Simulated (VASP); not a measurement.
# CoSi2 (mix): single point with PBE

The system is CoSi2 (mix).

```
Co Si
1.0
     0.00000    2.67992    2.67992
     2.67992    0.00000    2.67992
     2.67992    2.67992    0.00000
Co Si
1 2
Direct
  0.00000 0.00000 0.00000
  0.25000 0.25000 0.25000
  0.75000 0.75000 0.75000
```

* Program: VASP 6.6.1
* Task: single point
* Functional: PBE
* Potentials or basis: VASP PAW PBE potentials, release 64 (Co, Si)
* Cutoff: 520 eV
* k mesh: 14 × 14 × 14
* Occupations: gaussian, width 0.1 eV
* Spin: no spin polarisation

- Pressure: -0.2 GPa
- Band gap on the k mesh: none (metal or under the smearing width)

Levels at points of the mesh, in eV from the Fermi level:
```
           k point  band 6  band 7  band 8  band 9  band 10  band 11  band 12  band 13
(0.00, 0.00, 0.00)   -1.91    0.72    3.39    3.39     3.39     3.44     3.44     3.44
(0.50, 0.00, 0.00)   -1.63   -1.63   -0.48   -0.48     2.67     3.39     3.39     4.32
(0.50, 0.50, 0.00)   -1.96   -1.96   -1.92   -1.34     1.55     2.91     8.54     9.55
```

Run time: 53 s on 1 thread of Intel(R) Xeon(R) Platinum 8259CL CPU @ 2.50GHz (Skylake/Cascade Lake), on a shared host, peak memory 0.2 GiB.

Spin polarisation is off, so any magnetic state and its effect on volume and gap are missing.
